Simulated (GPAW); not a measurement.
Crystal: CuO.

```
Cu O
1.0
     3.17550    0.00000    0.00000
     0.00000    3.17550    0.00000
     0.00000    0.00000    4.64953
Cu O
2 2
Cartesian
  0.0000 0.0000 0.0000
  1.5877 1.5877 0.0000
  1.5877 0.0000 1.2414
  0.0000 1.5877 3.4081
```

The cell was built by a generator and needn't be a form met in nature.

```yaml
Program: GPAW 26.7.0
Task: relaxation of cell and atoms
Functional: PBE
Dispersion: D3(BJ)
Potentials_or_basis: GPAW PAW data sets (gpaw-data 1.2.1)
Cutoff: 800 eV
Basis: pw
k_mesh: 6 × 6 × 4
Occupations: fermi-dirac, width 0.05 eV
Spin: no spin polarisation
```

At the start: pressure 15.1 GPa; volume 11.72 Å³/atom.

How do energy, volume and symmetry change on relaxing?

Over 23 steps the energy falls by 707.5 meV/atom and the volume is 11.80 Å³/atom (+0.6 %); space group P4/nmm (No. 129, to 0.05 Å).

The path:
```
step  energy change (eV)  largest force (eV/Å)  pressure (GPa)  volume (Å³)
   1              0.0000                0.6454           15.09        46.88
   2             -0.1364                0.6690           13.19        47.44
   3             -0.8430                0.8709            3.23        51.34
   4             -1.2745                1.1456           -3.62        55.39
   5             -1.4773                1.2200           -8.58        59.49
   6             -1.5516                1.1565           -8.52        59.93
   7             -1.9735                1.3076           -7.28        60.42
   8             -2.3655                1.0191           -9.57        60.86
   9             -2.6522                0.3252           -7.16        58.09
  10             -2.7423                0.0474            0.74        54.59
  11             -2.7677                0.0121           -0.86        54.33
  12             -2.7942                0.0013           -2.01        52.97
  13             -2.8168                0.0175           -3.13        50.71
  14             -2.8087                0.2006           -3.13        48.09
  15             -2.8267                0.0524           -1.18        48.95
  16             -2.8264                0.0603           -0.53        48.54
  17             -2.8260                0.0652           -0.31        48.34
  18             -2.8258                0.0689           -0.12        48.13
  19             -2.8255                0.0697            0.22        47.70
  20             -2.8256                0.0583            0.54        47.20
  21             -2.8270                0.0341            0.57        46.89
  22             -2.8290                0.0137            0.23        47.00
  23             -2.8302                0.0051            0.00        47.19
```

Final structure:
```yaml
crystal:
  lattice:
    - [3.88685, 0.00000, 0.00000]
    - [0.00000, 3.88685, 0.00000]
    - [0.00000, 0.00000, 3.12349]
  atoms:
    - { symbol: Cu, position: [0.00000, 0.00000, 0.00000] }
    - { symbol: Cu, position: [0.50000, 0.50000, 0.00000] }
    - { symbol: O, position: [0.50000, 0.00000, 0.95344] }
    - { symbol: O, position: [0.00000, 0.50000, 0.04656] }
```

Caveat: with this Cu data set, volumes or pressures lay over 1.5 % or 2 GPa off other programs in two to four cells of ten; later steps reuse the first step's grids; the run has no spin polarisation, though such a crystal can be magnetic; pairwise dispersion overbinds metals, which lowers pressure and volume.
